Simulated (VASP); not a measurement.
# Si2N (P6/mmm) in VASP: a series of runs

The runs below take Si2N through single point, with PBE.

Program: VASP 6.6.1. These are calculated values, not measurements. Logs are shortened: lines on timing, memory, paths and dates and some standing lists are left out, and cuts for length are marked.

## Step 1: The structure

It takes space group P6/mmm (No. 191, hexagonal). Conventional cell: a = 3.399 Å, b = 3.399 Å, c = 3.589 Å, α = 90.00°, β = 90.00°, γ = 120.00°. Around Si (site symmetry -6m2) lie 3 Si at 1.96 Å. N (site symmetry 6/mmm) is surrounded by 12 Si at 2.66 Å.

The cell was built by a generator and needn't be a form met in nature.

## Step 2: Single point, PBE

Contents of INCAR:

```
ALGO = Normal ; EDIFF = 1E-6
ENCUT = 520 ; GGA = PE
ISIF = 2 ; ISMEAR = -1
LASPH = True ; LCHARG = True
LELF = True ; LREAL = False
LVHAR = True ; LWAVE = False
NBANDS = 14 ; NELM = 60
PREC = Accurate ; SIGMA = 0.1
```

Contents of KPOINTS:

```
k-points
0
Gamma
  6 6 5
```

Contents of POSCAR:

```
Si2N
1.0
    3.3986730000      0.0000000000      0.0000000000
   -1.6993370000      2.9433380000      0.0000000000
    0.0000000000      0.0000000000      3.5885750000
Si N
2 1
Direct
    0.3333000000      0.6667000000      0.5000000000
    0.6666000000      0.3333000000      0.5000000000
    0.0000000000      0.0000000000      0.0000000000
```

Potentials or basis: VASP PAW PBE potentials, release 64 (Si, N).

Started as:

```console
$ cat potpaw_PBE.64/Si/POTCAR potpaw_PBE.64/N/POTCAR > POTCAR
$ mpirun -np 1 vasp_std > vasp.out
```

OUTCAR:

```text
EDIFF = 1E-6
   ENCUT = 520
   GGA = PE
   ISIF = 2
   ISMEAR = -1
   LASPH = True
   LREAL = False
   NELM = 60
   PREC = Accurate

 ion  position               nearest neighbor table
   1  0.333  0.667  0.500-   2 1.96   2 1.96   2 1.96
   2  0.667  0.333  0.500-   1 1.96   1 1.96   1 1.96
   3  0.000  0.000  0.000-

  LATTYP: Found a hexagonal cell.
 ALAT       =     3.3986730000
 C/A-ratio  =     1.0558753372

  Lattice vectors:

 A1 = (   3.3986730000,   0.0000000000,   0.0000000000)
 A2 = (  -1.6993370000,   2.9433380000,   0.0000000000)
 A3 = (   0.0000000000,   0.0000000000,   3.5885750000)

Analysis of symmetry for initial positions (statically):
=====================================================================
 Subroutine PRICEL returns:
 Original cell was already a primitive cell.

 Routine SETGRP: Setting up the symmetry group for a
 hexagonal supercell.

 Subroutine GETGRP returns: Found  4 space group operations
 (whereof  4 operations were pure point group operations)
 out of a pool of 24 trial point group operations.

The static configuration has the point symmetry C_2v.

Analysis of symmetry for dynamics (positions and initial velocities):
=====================================================================
 Subroutine PRICEL returns:
 Original cell was already a primitive cell.

 Routine SETGRP: Setting up the symmetry group for a
 hexagonal supercell.

 Subroutine GETGRP returns: Found  4 space group operations
 (whereof  4 operations were pure point group operations)
 out of a pool of 24 trial point group operations.

The dynamic configuration has the point symmetry C_2v.

 Subroutine INISYM returns: Found  4 space group operations
 (whereof  4 operations are pure point group operations),
 and found     1 'primitive' translations

----------------------------------------------------------------------------------------

                                     Primitive cell

  volume of cell :      35.8981

  direct lattice vectors                    reciprocal lattice vectors
     3.398673000  0.000000000  0.000000000     0.294232484  0.169875205  0.000000000
    -1.699337000  2.943338000  0.000000000     0.000000000  0.339750311  0.000000000
     0.000000000  0.000000000  3.588575000     0.000000000  0.000000000  0.278662143
[... 89 lines left out ...]
   NSW    =      0    number of steps for IOM
   IBRION =     -1    ionic relax: 0-MD 1-quasi-New 2-CG
   NFREE  =      0    steps in history (QN), initial steepest desc. (CG)
   ISIF   =      2    stress and relaxation
   ISYM   =      2    0-nonsym 1-usesym 2-fastsym
   POTIM  = 0.5000    time-step for ionic-motion
   TEBEG  =    0.0;   TEEND  =   0.0 temperature during run
   PSTRESS=    0.0 pullay stress
   NELECT =      13.0000    total number of electrons
   NUPDOWN=      -1.0000    fix difference up-down
   EMIN   =  10.00;   EMAX   =-10.00  energy-range for DOS
   EFERMI =   0.00;   METHOD = LEGACY
   ISMEAR =    -1;   SIGMA  =   0.10  broadening in eV -4-tet -1-fermi 0-gaus
   EFERMI_NEDOS =   21; number of points for ismear=-14 and -15
   IALGO  =     38    algorithm
   IMIX   =      4    mixing-type and parameters
     AMIX     =   0.40;   BMIX     =  1.00
     AMIX_MAG =   1.60;   BMIX_MAG =  1.00
  volume/ion in A,a.u.               =      11.97        80.75
  Fermi-wavevector in a.u.,A,eV,Ry     =   1.166896  2.205113 18.526318  1.361646
  Thomas-Fermi vector in A             =   2.303403
   LORBIT       =      0    0 simple, 1 ext, 2 COOP (PROOUT), +10 PAW based schemes
   GGA     = PE    functional components
   LHFCALC =     F    Hartree Fock is set to
   AEXX    =    0.0000 exact exchange contribution
   IVDW    =     0    specifies the selected vdW correction
   LEPSILON=     F    determine dielectric tensor
   LRPA    =     F    only Hartree local field effects (RPA)
 non-spin polarized calculation
  energy-cutoff  :      520.00
  volume of cell :       35.90
 maximum number of plane-waves:       985
 NGX is ok and might be reduce to    28
   NGX = 13   NGY = 13   NGZ = 13

 number of electron      13.0000000 magnetization

 Free energy of the ion-electron system (eV)
  ---------------------------------------------------
  ext. energy  EPLUGINS =         0.00000000
  ---------------------------------------------------
  free energy    TOTEN  =       -11.99275819 eV

  energy without entropy =      -11.95437845  energy(sigma->0) =      -11.97356832

 E-fermi :   8.2909     XC(G=0): -11.1970

 val. band max:        8.2167149181   @ k =   0.0000   0.1667   0.2000
 cond. band min:       8.3906635337   @ k =   0.1667   0.0000   0.0000
 fundamental gap:      0.1739486156
 Fermi energy:         8.2909161179

 k-point     1 :       0.0000    0.0000    0.0000
  band No.  band energies     occupation
      1      -7.5155      2.00000
      2      -0.8705      2.00000
      3       3.6812      2.00000
      4       6.6977      2.00000
      5       6.6982      2.00000
      6       6.9354      2.00000
      7       6.9371      2.00000
      8      11.9408      0.00000
      9      12.5258      0.00000
     10      13.3303      0.00000
     11      13.8096      0.00000
     12      13.8108      0.00000
     13      19.4598      0.00000
     14      19.4618      0.00000
[... 377 lines left out ...]
      1      -5.1699      2.00000
      2      -1.8140      2.00000
      3       0.7365      2.00000
      4       3.0771      2.00000
      5       5.6209      2.00000
      6       7.2935      1.99991
      7       7.5384      1.99892
      8      11.1763      0.00000
      9      11.7303      0.00000
     10      12.9661      0.00000
     11      16.3669      0.00000
     12      17.5385      0.00000
     13      18.6061      0.00000
     14      20.3235      0.00000

 [... further k-points ...]
[... 5 lines left out ...]
  --------------------------------------------------------------------------------------
  -------------------------------------------------------------------------------------
  Total       20.2864240     20.3099789     -3.3555734     -0.0000035      0.0000000      0.0000000
  in kB      905.4084317    906.4597149   -149.7634293     -0.0001540      0.0000000      0.0000000
  external PRESSURE =     554.0349058 kB  Pullay stress =       0.0000000 kB

 VOLUME and BASIS-vectors are now :
 -----------------------------------------------------------------------------
  energy-cutoff  :      520.00
  volume of cell :       35.90
      direct lattice vectors                 reciprocal lattice vectors
     3.398673000  0.000000000  0.000000000     0.294232484  0.169875205  0.000000000
    -1.699337000  2.943338000  0.000000000     0.000000000  0.339750311  0.000000000
     0.000000000  0.000000000  3.588575000     0.000000000  0.000000000  0.278662143

 POSITION                                       TOTAL-FORCE (eV/Angst)
 -----------------------------------------------------------------------------------
     -0.00017      1.96232      1.79429        -0.000479     -0.008946      0.000000
      1.69917      0.98101      1.79429        -0.000479      0.008946      0.000000
      0.00000      0.00000      0.00000         0.000957     -0.000000      0.000000
 -----------------------------------------------------------------------------------
    total drift:                               -0.000000     -0.000000     -0.000000

  FREE ENERGIE OF THE ION-ELECTRON SYSTEM (eV)
  ---------------------------------------------------
  free  energy   TOTEN  =       -11.9927581888 eV

  energy  without entropy=      -11.9543784520  energy(sigma->0) =      -11.97356832
```

stdout:

```text
POSCAR found type information on POSCAR SiN
 POSCAR found :  2 types and       3 ions
 scaLAPACK will be used
 LDA part: xc-table for (Slater+PW92), standard interpolation
 POSCAR, INCAR and KPOINTS ok, starting setup
 FFT: planning ... GRIDC
 FFT: planning ... GRID_SOFT
 FFT: planning ... GRID
 WAVECAR not read
 entering main loop
```

Run time: 25 s. Hardware: 1 thread of Intel Xeon Platinum 8488C (Sapphire Rapids), shared host; peak memory 0.15 GiB.

Results:

| Property | Result |
| --- | --- |
| Free energy | -11.9928 eV |
| Pressure | 55.4 GPa |
| Largest force | 0.009 eV/Å |
| Band gap on the k mesh | none (metal or under the smearing width) |

Forces on the atoms (eV/Å):
```
Si   0.000 -0.009  0.000
Si   0.000  0.009  0.000
N    0.001  0.000  0.000
```

Caveat: a pressure of tens of GPa on the cell as given is suspect, and the run, the potentials or the cell itself is likely at fault.

## Step 3: Single point, PBE

Contents of INCAR:

```
SYSTEM = Si2N
ALGO = Normal ; EDIFF = 1E-7
ENCUT = 520 ; GGA = PE
ISIF = 2 ; ISMEAR = -1
LASPH = .TRUE. ; LCHARG = .FALSE.
LREAL = .FALSE. ; LWAVE = .FALSE.
NBANDS = 14 ; NELM = 100
PREC = Accurate ; SIGMA = 0.1
```

Contents of KPOINTS:

```
k-points
0
G
  6 6 5
  0 0 0
```

POSCAR is that of step 2.

Potentials or basis: VASP PAW PBE potentials, release 64 (Si, N).

Started as:

```console
$ cat potpaw_PBE.64/Si/POTCAR potpaw_PBE.64/N/POTCAR > POTCAR
$ mpirun -np 1 vasp_std > vasp.out
```

Run time: 23 s. Hardware: 1 thread of Intel Xeon Platinum 8488C (Sapphire Rapids), shared host; peak memory 0.15 GiB.

It converged, with:

| Item | Value |
| --- | --- |
| Free energy | -11.9928 eV |
| Pressure | 55.4 GPa |
| Largest force | 0.009 eV/Å |
| Band gap on the k mesh | none (metal or under the smearing width) |

Forces in eV/Å, atoms in the order of the input:
```
Si   0.000 -0.009  0.000
Si   0.000  0.009  0.000
N    0.001  0.000  0.000
```

Stress tensor (GPa, compression positive):
```
 90.54   0.00   0.00
  0.00  90.65   0.00
  0.00   0.00 -14.98
```

Levels at points of the mesh, in eV from the Fermi level:
```csv
k point,band 3,band 4,band 5,band 6,band 7,band 8,band 9,band 10
"(0.00, 0.00, 0.00)",-4.61,-1.59,-1.59,-1.36,-1.35,3.65,4.24,5.04
"(0.50, 0.00, 0.00)",-6.65,-4.42,-2.36,-0.65,0.48,1.13,1.61,5.07
"(0.00, 0.50, 0.00)",-6.66,-4.42,-2.36,-0.65,0.48,1.13,1.61,5.07
```

Caveat: a pressure of tens of GPa on the cell as given is suspect, and the run, the potentials or the cell itself is likely at fault.

(Part 1 of 2 ends here.)
